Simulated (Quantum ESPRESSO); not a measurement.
# CdGeAs2 (I-42d) in Quantum ESPRESSO: equation of state

How stiff is CdGeAs2 in PBEsol, and what volume does it want? The cell is scaled to several volumes.

Everything below comes from runs of Quantum ESPRESSO 7.5. Logs are shortened: lines on timing, memory, paths and dates and some standing lists are left out, and cuts for length are marked.

**1. Starting point**

The structure is tetragonal, space group I-42d (No. 122). The conventional cell has a = 5.978 Å, b = 5.978 Å, c = 11.329 Å, α = 90.00°, β = 90.00°, γ = 90.00°. Around Cd (site symmetry -4) lie 4 As at 2.65 Å. As (site symmetry 2) is surrounded by 2 Ge at 2.45 Å and 2 Cd at 2.65 Å. Ge (site symmetry -4) has 4 As at 2.45 Å as nearest neighbours.

The cell is a database's computed one.

**2. Single point, PBEsol, 23.78 Å³/atom**

The input, pw.in:

```
&CONTROL
  calculation = 'scf'
  prefix = 'pwscf'
  outdir = './tmp'
  pseudo_dir = './pseudo'
  tprnfor = .true.
  tstress = .true.
  disk_io = 'nowf'
/
&SYSTEM
  ibrav = 0
  nat = 8
  ntyp = 3
  ecutwfc = 45
  ecutrho = 360
  nbnd = 48
  occupations = 'smearing'
  smearing = 'fd'
  degauss = 0.00367493
/
&ELECTRONS
  conv_thr = 1.6d-09
  electron_maxstep = 120
  mixing_beta = 0.5
/
ATOMIC_SPECIES
Cd   112.4140 cd_pbesol_v1.uspp.F.UPF
As    74.9216 as_pbesol_v1.uspp.F.UPF
Ge    72.6300 ge_pbesol_v1.4.uspp.F.UPF
CELL_PARAMETERS angstrom
  -2.9278600024    2.9278600024    5.5486663435
   2.9278600024   -2.9278600024    5.5486663435
   2.9278600024    2.9278600024   -5.5486663435
ATOMIC_POSITIONS crystal
Cd     0.5000000000    0.5000000000    0.0000000000
Cd     0.2500000000    0.7500000000    0.5000000000
As     0.0962175700    0.1250000000    0.4712175700
As     0.3750000000    0.9037824300    0.0287824300
As     0.6537824300    0.6250000000    0.5287824300
As     0.8750000000    0.3462175700    0.9712175700
Ge     0.7500000000    0.2500000000    0.5000000000
Ge     0.0000000000    0.0000000000    0.0000000000
K_POINTS automatic
6 6 6 0 0 0
```

Potentials or basis: GBRV 1.5 PBEsol.

Command:

```bash
$ OMP_NUM_THREADS=1 mpirun -n 2 pw.x -nk 2 -in pw.in > pw.out
```

pw.out:

```text
This program is part of the open-source Quantum ESPRESSO suite
     for quantum simulation of materials; please cite
         "P. Giannozzi et al., J. Phys.:Condens. Matter 21 395502 (2009);
         "P. Giannozzi et al., J. Phys.:Condens. Matter 29 465901 (2017);
         "P. Giannozzi et al., J. Chem. Phys. 152 154105 (2020);
     in publications or presentations arising from this work. More details at

     Message from routine setup:
     using ibrav=0 with symmetry is DISCOURAGED, use correct ibrav instead

     K-points division:     npool     =       2
     Subspace diagonalization in iterative solution of the eigenvalue problem:
     a serial algorithm will be used

     G-vector sticks info
     --------------------
     sticks:   dense  smooth     PW     G-vecs:    dense   smooth      PW
     Sum        4705    2341    739               148203    52409    9413

     Using Slab Decomposition

     bravais-lattice index     =            0
     lattice parameter (alat)  =      13.0832  a.u.
     unit-cell volume          =    1283.9432 (a.u.)^3
     number of atoms/cell      =            8
     number of atomic types    =            3
     number of electrons       =        72.00
     number of Kohn-Sham states=           48
     kinetic-energy cutoff     =      45.0000  Ry
     charge density cutoff     =     360.0000  Ry
     scf convergence threshold =      1.6E-09
     mixing beta               =       0.5000
     number of iterations used =            8  plain     mixing
     Exchange-correlation= SLA  PW   PSX  PSC
                           (   1   4  10   8   0   0   0)

     celldm(1)=  13.083188  celldm(2)=   0.000000  celldm(3)=   0.000000
     celldm(4)=   0.000000  celldm(5)=   0.000000  celldm(6)=   0.000000

     crystal axes: (cart. coord. in units of alat)
               a(1) = (  -0.422898   0.422898   0.801445 )
               a(2) = (   0.422898  -0.422898   0.801445 )
               a(3) = (   0.422898   0.422898  -0.801445 )

     reciprocal axes: (cart. coord. in units 2 pi/alat)
               b(1) = ( -0.000000  1.182318  0.623873 )
               b(2) = (  1.182318 -0.000000  0.623873 )
               b(3) = (  1.182318  1.182318  0.000000 )

     PseudoPot. # 1 for Cd read from file:
     cd_pbesol_v1.uspp.F.UPF
     Pseudo is Ultrasoft + core correction, Zval = 12.0
     Generated by new atomic code, or converted to UPF format
     Using radial grid of  889 points,  6 beta functions with:
                l(1) =   0
                l(2) =   0
                l(3) =   1
                l(4) =   1
                l(5) =   2
                l(6) =   2
     Q(r) pseudized with  6 coefficients,  rinner =    1.000   1.000   1.000
                                                       1.000   1.000

[... 34 lines left out ...]

   Cartesian axes

     site n.     atom                  positions (alat units)
         1        Cd     tau(   1) = (   0.0000000   0.0000000   0.8014453  )
         2        Cd     tau(   2) = (   0.4228980   0.0000000   0.4007227  )
         3        As     tau(   3) = (   0.2114490   0.1871049  -0.2003613  )
         4        As     tau(   4) = (   0.2357930  -0.2114490   1.0018067  )
         5        As     tau(   5) = (   0.2114490   0.2357930   0.6010840  )
         6        As     tau(   6) = (   0.1871049   0.6343470   0.2003613  )
         7        Ge     tau(   7) = (   0.0000000   0.4228980   0.4007227  )
         8        Ge     tau(   8) = (   0.0000000   0.0000000   0.0000000  )

     number of k points=    30  Fermi-Dirac smearing, width (Ry)=  0.0037
                       cart. coord. in units 2pi/alat
        k(    1) = (   0.0000000   0.0000000   0.0000000), wk =   0.0092593
        k(    2) = (   0.1970530   0.1970530   0.0000000), wk =   0.0370370
        k(    3) = (   0.3941061   0.3941061   0.0000000), wk =   0.0370370
        k(    4) = (  -0.5911591  -0.5911591   0.0000000), wk =   0.0185185
        k(    5) = (   0.1970530  -0.0000000   0.1039788), wk =   0.0740741
        k(    6) = (   0.3941061   0.1970530   0.1039788), wk =   0.1481481
[... 22 lines left out ...]
        k(   29) = (  -0.9852652  -0.1970530  -0.0000000), wk =   0.0370370
        k(   30) = (  -1.1823183  -1.1823183  -0.6238729), wk =   0.0092593

     Dense  grid:   148203 G-vectors     FFT dimensions: (  80,  80,  80)

     Smooth grid:    52409 G-vectors     FFT dimensions: (  60,  60,  60)

     Initial potential from superposition of free atoms

     starting charge      70.9974, renormalised to      72.0000

     negative rho (up, down):  4.104E-02 0.000E+00
     Starting wfcs are   52 randomized atomic wfcs

     Self-consistent Calculation

     iteration #  1     ecut=    45.00 Ry     beta= 0.50
     Davidson diagonalization with overlap
     ethr =  1.00E-02,  avg # of iterations =  3.6

     Threshold (ethr) on eigenvalues was too large:
     Diagonalizing with lowered threshold

     Davidson diagonalization with overlap
     ethr =  7.87E-04,  avg # of iterations =  1.0

     negative rho (up, down):  4.140E-02 0.000E+00
[... 76 lines left out ...]
     iteration # 10     ecut=    45.00 Ry     beta= 0.50
     Davidson diagonalization with overlap
     ethr =  2.97E-12,  avg # of iterations =  5.3

     negative rho (up, down):  4.211E-02 0.000E+00

     End of self-consistent calculation

          k = 0.0000 0.0000 0.0000 (  6523 PWs)   bands (ev):

   -17.8154 -17.8154 -17.8150 -17.8098 -17.8065 -17.8065 -17.7844 -17.7824
   -17.7812 -17.7790  -6.1786  -3.8403  -3.8403  -3.8317  -2.4100  -1.4022
    -1.3501  -1.3501  -1.2598  -1.1819  -1.1793  -1.1361  -0.9010  -0.8970
    -0.8970   0.3538   2.8051   2.8399   2.8399   3.2319   3.7934   4.8050
     4.8050   7.0014   7.0014   7.1983   7.2262   8.2827   8.8163  10.0561
    10.0561  10.4337  11.1537  11.9695  12.0144  12.0144  13.2858  13.2858
[... 255 lines left out ...]
   -17.8163 -17.8163 -17.8124 -17.8124 -17.8056 -17.8056 -17.7840 -17.7840
   -17.7796 -17.7796  -5.3583  -5.3583  -3.8503  -3.8503  -1.6125  -1.6125
    -1.2824  -1.2824  -1.2413  -1.2413  -1.1478  -1.1478  -1.0681  -1.0681
    -0.2057  -0.2057   3.2789   3.2789   3.5011   3.5011   4.7486   4.7486
     5.1453   5.1453   6.0382   6.0382   8.4906   8.4906   8.6440   8.6440
     9.7687   9.7687  10.2893  10.2893  13.1959  13.1959  13.4380  13.4380

     the Fermi energy is     7.2264 ev

!    total energy              =    -815.30260176 Ry
     estimated scf accuracy    <          1.9E-10 Ry
     smearing contrib. (-TS)   =      -0.00007244 Ry
     internal energy E=F+TS    =    -815.30252932 Ry

     The total energy is F=E-TS. E is the sum of the following terms:
     one-electron contribution =    -375.14556251 Ry
     hartree contribution      =     243.72872142 Ry
     xc contribution           =    -318.66841946 Ry
     ewald contribution        =    -365.21726877 Ry

     convergence has been achieved in  10 iterations

     negative rho (up, down):  4.211E-02 0.000E+00

     Forces acting on atoms (cartesian axes, Ry/au):

     atom    1 type  1   force =     0.00000000    0.00000000   -0.00000000
     atom    2 type  1   force =     0.00000000    0.00000000    0.00000000
     atom    3 type  2   force =     0.00000000    0.00950348   -0.00000000
     atom    4 type  2   force =    -0.00950348   -0.00000000   -0.00000000
     atom    5 type  2   force =     0.00000000   -0.00950348    0.00000000
     atom    6 type  2   force =     0.00950348    0.00000000    0.00000000
     atom    7 type  3   force =     0.00000000   -0.00000000    0.00000000
     atom    8 type  3   force =    -0.00000000   -0.00000000   -0.00000000

     Total force =     0.019007     Total SCF correction =     0.000013

     Computing stress (Cartesian axis) and pressure

     negative rho (up, down):  4.211E-02 0.000E+00
          total   stress  (Ry/bohr**3)                   (kbar)     P=       36.94
   0.00025449   0.00000000  -0.00000000           37.44        0.00       -0.00
   0.00000000   0.00025449   0.00000000            0.00       37.44        0.00
   0.00000000   0.00000000   0.00024427            0.00        0.00       35.93

=------------------------------------------------------------------------------=
   JOB DONE.
=------------------------------------------------------------------------------=
```

It took 3.5 min on 2 MPI ranks of Arm Neoverse V2, shared host; peak memory 0.84 GiB.

Results:

```
Free energy            : -11092.7570 eV
Pressure               : 3.7 GPa
Largest force          : 0.244 eV/Å
Band gap on the k mesh : none (metal or under the smearing width)
```

**3. Single point, PBEsol, 24.29 Å³/atom**

Edit pw.in of step 2 so:

```diff
@@ -30,5 +30,5 @@
 CELL_PARAMETERS angstrom
-  -2.9278600024    2.9278600024    5.5486663435
-   2.9278600024   -2.9278600024    5.5486663435
-   2.9278600024    2.9278600024   -5.5486663435
+  -2.9484794142    2.9484794142    5.5877427460
+   2.9484794142   -2.9484794142    5.5877427460
+   2.9484794142    2.9484794142   -5.5877427460
 ATOMIC_POSITIONS crystal
```

Potentials or basis: GBRV 1.5 PBEsol.

Command:

```bash
$ OMP_NUM_THREADS=1 mpirun -n 2 pw.x -nk 2 -in pw.in > pw.out
```

It took 3.4 min on 2 MPI ranks of Arm Neoverse V2, shared host; peak memory 0.86 GiB.

The run converged. Its results:

| Quantity | Value |
| --- | --- |
| Free energy | -11092.8318 eV |
| Pressure | 2.1 GPa |
| Largest force | 0.220 eV/Å |
| Band gap on the k mesh | 0.15 eV, direct |

**4. Single point, PBEsol, 24.79 Å³/atom**

Edit pw.in of step 3 so:

```diff
@@ -30,5 +30,5 @@
 CELL_PARAMETERS angstrom
-  -2.9484794142    2.9484794142    5.5877427460
-   2.9484794142   -2.9484794142    5.5877427460
-   2.9484794142    2.9484794142   -5.5877427460
+  -2.9688143976    2.9688143976    5.6262801207
+   2.9688143976   -2.9688143976    5.6262801207
+   2.9688143976    2.9688143976   -5.6262801207
 ATOMIC_POSITIONS crystal
```

Command:

```bash
$ OMP_NUM_THREADS=1 mpirun -n 2 pw.x -nk 2 -in pw.in > pw.out
```

Wall time 3.5 min (2 MPI ranks of Arm Neoverse V2, shared host); peak memory 0.92 GiB.

It converged, with:

- Free energy: -11092.8694 eV
- Pressure: 0.7 GPa
- Largest force: 0.196 eV/Å
- Band gap on the k mesh: 0.20 eV, indirect (least direct gap 0.22 eV)

**5. Single point, PBEsol, 25.30 Å³/atom**

Edit pw.in of step 4 so:

```diff
@@ -30,5 +30,5 @@
 CELL_PARAMETERS angstrom
-  -2.9688143976    2.9688143976    5.6262801207
-   2.9688143976   -2.9688143976    5.6262801207
-   2.9688143976    2.9688143976   -5.6262801207
+  -2.9888745628    2.9888745628    5.6642966801
+   2.9888745628   -2.9888745628    5.6642966801
+   2.9888745628    2.9888745628   -5.6642966801
 ATOMIC_POSITIONS crystal
```

Command:

```bash
$ OMP_NUM_THREADS=1 mpirun -n 2 pw.x -nk 2 -in pw.in > pw.out
```

It took 3.5 min on 2 MPI ranks of Arm Neoverse V2, shared host; peak memory 0.94 GiB.

It converged, with:

* Free energy: -11092.8738 eV
* Pressure: -0.5 GPa
* Largest force: 0.173 eV/Å
* Band gap on the k mesh: 0.19 eV, indirect (least direct gap 0.22 eV)

**6. Single point, PBEsol, 25.81 Å³/atom**

Edit pw.in of step 5 so:

```diff
@@ -30,5 +30,5 @@
 CELL_PARAMETERS angstrom
-  -2.9888745628    2.9888745628    5.6642966801
-   2.9888745628   -2.9888745628    5.6642966801
-   2.9888745628    2.9888745628   -5.6642966801
+  -3.0086690109    3.0086690109    5.7018096719
+   3.0086690109   -3.0086690109    5.7018096719
+   3.0086690109    3.0086690109   -5.7018096719
 ATOMIC_POSITIONS crystal
```

Potentials or basis: GBRV 1.5 PBEsol.

Command:

```bash
$ OMP_NUM_THREADS=1 mpirun -n 2 pw.x -nk 2 -in pw.in > pw.out
```

Wall time 3.6 min (2 MPI ranks of Arm Neoverse V2, shared host); peak memory 0.94 GiB.

It converged, with:

```
Free energy            : -11092.8483 eV
Pressure               : -1.6 GPa
Largest force          : 0.152 eV/Å
Band gap on the k mesh : 0.19 eV, indirect (least direct gap 0.22 eV)
```

**7. Single point, PBEsol, 26.31 Å³/atom**

Edit pw.in of step 6 so:

```diff
@@ -30,5 +30,5 @@
 CELL_PARAMETERS angstrom
-  -3.0086690109    3.0086690109    5.7018096719
-   3.0086690109   -3.0086690109    5.7018096719
-   3.0086690109    3.0086690109   -5.7018096719
+  -3.0282063701    3.0282063701    5.7388354475
+   3.0282063701   -3.0282063701    5.7388354475
+   3.0282063701    3.0282063701   -5.7388354475
 ATOMIC_POSITIONS crystal
```

Command:

```bash
$ OMP_NUM_THREADS=1 mpirun -n 2 pw.x -nk 2 -in pw.in > pw.out
```

Wall time 3.5 min (2 MPI ranks of Arm Neoverse V2, shared host); peak memory 0.96 GiB.

Results (log left out):

```
Free energy            : -11092.7964 eV
Pressure               : -2.6 GPa
Largest force          : 0.131 eV/Å
Band gap on the k mesh : 0.18 eV, indirect (least direct gap 0.21 eV)
```

**8. Single point, PBEsol, 26.82 Å³/atom**

Edit pw.in of step 7 so:

```diff
@@ -30,5 +30,5 @@
 CELL_PARAMETERS angstrom
-  -3.0282063701    3.0282063701    5.7388354475
-   3.0282063701   -3.0282063701    5.7388354475
-   3.0282063701    3.0282063701   -5.7388354475
+  -3.0474948288    3.0474948288    5.7753895250
+   3.0474948288   -3.0474948288    5.7753895250
+   3.0474948288    3.0474948288   -5.7753895250
 ATOMIC_POSITIONS crystal
```

Command:

```bash
$ OMP_NUM_THREADS=1 mpirun -n 2 pw.x -nk 2 -in pw.in > pw.out
```

It took 3.6 min on 2 MPI ranks of Arm Neoverse V2, shared host; peak memory 0.96 GiB.

The run converged. Its results:

| Item | Value |
| --- | --- |
| Free energy | -11092.7209 eV |
| Pressure | -3.5 GPa |
| Largest force | 0.111 eV/Å |
| Band gap on the k mesh | 0.18 eV, indirect (least direct gap 0.21 eV) |

**9. Equation of state, PBEsol**

Potentials or basis: GBRV 1.5 PBEsol.

No new run: the results of the series are fitted here.

What came out:

| Quantity | Value |
| --- | --- |
| Equilibrium volume | 25.12 Å³/atom |
| Bulk modulus at fixed shape and positions | 61 GPa |
| Pressure derivative of the bulk modulus | 4.6 |

Energy against volume, from the lowest point:
```
volume (Å³/atom)  energy (meV/atom)
          23.783              14.59
          24.289               5.24
          24.795               0.54
          25.301               0.00
          25.807               3.18
          26.313               9.66
          26.819              19.11
```

Caveat: the cell was scaled at fixed shape and fractional positions, which overstates the stiffness of a crystal with free parameters, most of all of layers and chains.
